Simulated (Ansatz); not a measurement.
**Varying the input for As**

The reference input for Ansatz (plane-wave DFT with PAW):

```yaml
crystal:
  lattice:
    - [1.8797494575, 1.0852738553, 3.48577]
    - [-1.8797494575, 1.0852738553, 3.48577]
    - [0.0, -2.1705477106, 3.48577]
  atoms:
    - { symbol: As, position: [0.22754, 0.22754, 0.22754] }
    - { symbol: As, position: [0.77246, 0.77246, 0.77246] }
basis:
  ecutwfc: 420
kpoints:
  mp_grid: { grid: [6, 6, 6] }
hamiltonian:
  xc: pbe
scf:
  occupations: { method: gaussian, width: 0.1 }
output:
  forces: true
  stress: true
  eigenvalues: true
```

Command:

```bash
ansatz run input.yaml --threads 1 --pin off --max-ram 1331MiB --backend cpu --events-out ev --progress --plain --runs-dir out
```

The run converges in 6 SCF iterations on 32 irreducible k-points: pressure 3.47 GPa, largest force 0.108 eV/Å, no gap.

Settings here are deliberately varied, not converged. Each trial's input is given as a difference from the reference's; energies are extrapolated to zero smearing where there is one, and pressure is positive in compression.

Question: Trial 1 (one atom moved):

```diff
 crystal:
   atoms:
-    - { symbol: As, position: [0.77246, 0.77246, 0.77246] }
+    - { symbol: As, position: [0.7772413443, 0.7772413443, 0.7772413443] }
-basis:
-  ecutwfc: 420
+basis: {}
 kpoints:
-  mp_grid: { grid: [6, 6, 6] }
+  mp_grid: { grid: [1, 1, 1] }
 scf:
-  occupations: { method: gaussian, width: 0.1 }
+  occupations: { method: tetrahedron }
+  max_iter: 30
+  convergence: { dr2_threshold: "1e-8 eV" }
+  self_checks: high
```

What happens?

Answer: The run converges in 8 SCF iterations on 1 irreducible k-point: energy 5.33 eV per atom above the reference, pressure 70.27 GPa, largest force 3.977 eV/Å, gap on the sampled k-points 3.64 eV (the reference is a metal, so it comes from the sampling or the changed settings). It warns that the SCF threshold is loose for the stress; that the tetrahedra were set aside for another filling of the bands.

Question: Trial 2:

```diff
 kpoints:
-  mp_grid: { grid: [6, 6, 6] }
+  mp_grid: { grid: [5, 3, 4] }
 output:
-  eigenvalues: true
+  eigenvalues: false
```

What does the program give?

Answer: The run converges in 6 SCF iterations on 31 irreducible k-points: energy 29.9 meV per atom above the reference, pressure 3.58 GPa, largest force 0.355 eV/Å. It warns that the mesh lowers the symmetry.

Question: Trial 3:

```diff
 basis:
-  ecutwfc: 420
+  ecutwfc: "11 Ha"
 hamiltonian:
+  hubbard: { sites: [{ species: As, l: d, u_eff: -3.0 }] }
 scf:
-  occupations: { method: gaussian, width: 0.1 }
+  occupations: { method: methfessel_paxton, width: 0.29 }
+  max_iter: 53
+magnetization:
+  spin_polarized: true
```

What happens?

Answer: The run converges in 8 SCF iterations on 32 irreducible k-points: pressure 3.29 GPa, largest force 0.108 eV/Å, no gap, cell moment 0.00 μB. It warns that the cutoff lies under the recommended one, 420 eV for these potentials; that no starting moments were given; that the state wasn't tested for a lower one. Under a U the state reached may not be the lowest.

Question: Trial 4:

```diff
 basis:
+  ecutrho_ratio: 5
 hamiltonian:
-  xc: pbe
+  xc: blyp
 scf:
+  n_extra_bands: 2
+  max_iter: 2
 output:
-  stress: true
+  stress: false
```

What does the program give?

Answer: The run stops unconverged after 2 SCF iterations:

```text
Error: did not converge after 2 iterations: dr2 = 3.34e-3 (threshold 1.00e-7), under the density mixer `msr1`, which `scf.mixing.algorithm: auto` chose by the deck's other keys (type `scf.mixing.algorithm: msr1` to keep it); raise `scf.max_iter`, which need not help a stalled SCF …
```

Next try, with these keys changed back:

```diff
 scf:
-  max_iter: 2
+  max_iter: 69
```

The run converges in 6 SCF iterations on 32 irreducible k-points: largest force 0.107 eV/Å, no gap. Forces of BLYP on these PAW sets can be off by 10 %.

Question: Trial 5 (volume scaled):

```diff
 crystal:
   lattice:
-    - [1.8797494575, 1.0852738553, 3.48577]
-    - [-1.8797494575, 1.0852738553, 3.48577]
-    - [0.0, -2.1705477106, 3.48577]
+    - [1.8459359498, 1.0657516175, 3.423066904]
+    - [-1.8459359498, 1.0657516175, 3.423066904]
+    - [0.0, -2.1315032351, 3.423066904]
 scf:
-  occupations: { method: gaussian, width: 0.1 }
+  occupations: { method: fixed }
+  lower_state_search: "off"
+  max_iter: 60
 output:
+  populations: true
```

What happens?

Answer: The run converges in 6 SCF iterations on 32 irreducible k-points: energy 48.8 meV per atom above the reference, pressure 8.98 GPa, largest force 0.505 eV/Å, no gap. It warns that bands overlap at the filling; that the bands looked metallic on the way.

Question: Trial 6:

```diff
 kpoints:
-  mp_grid: { grid: [6, 6, 6] }
+  mp_grid: { grid: [3, 3, 3] }
 scf:
+  lower_state_search: "off"
+  n_extra_bands: 5
+  mixing: { algorithm: anderson, beta: 0.16 }
+  max_iter: 58
```

How does this run end?

Answer: The run converges in 8 SCF iterations on 6 irreducible k-points: energy 45.2 meV per atom below the reference, pressure 4.27 GPa, largest force 0.130 eV/Å, gap on the sampled k-points 1.33 eV (the reference is a metal, so it comes from the sampling or the changed settings).

Question: Trial 7:

```diff
 crystal:
   atoms:
-    - { symbol: As, position: [0.77246, 0.77246, 0.77246] }
+    - { symbol: As, position: [0.77246, 0.77246, 0.77246], spin: -4.0 }
 basis:
+  ecutrho_ratio: 6
+  xc_grid: 3
 kpoints:
-  mp_grid: { grid: [6, 6, 6] }
+  mp_grid: { kspacing: 1.3 }
 scf:
+  lower_state_search: "off"
+  mixing: { beta: 0.49 }
+  initial_density: { chi_scale: 0, normalization: atom }
+  max_iter: 70
 output:
+  populations: true
+magnetization:
+  spin_polarized: true
```

What happens?

Answer: The run converges in 14 SCF iterations on 4 irreducible k-points: energy 1.01 eV per atom above the reference, pressure 14.84 GPa, largest force 2.372 eV/Å, no gap, cell moment -0.73 μB (the reference has none, and so few k-points can make one).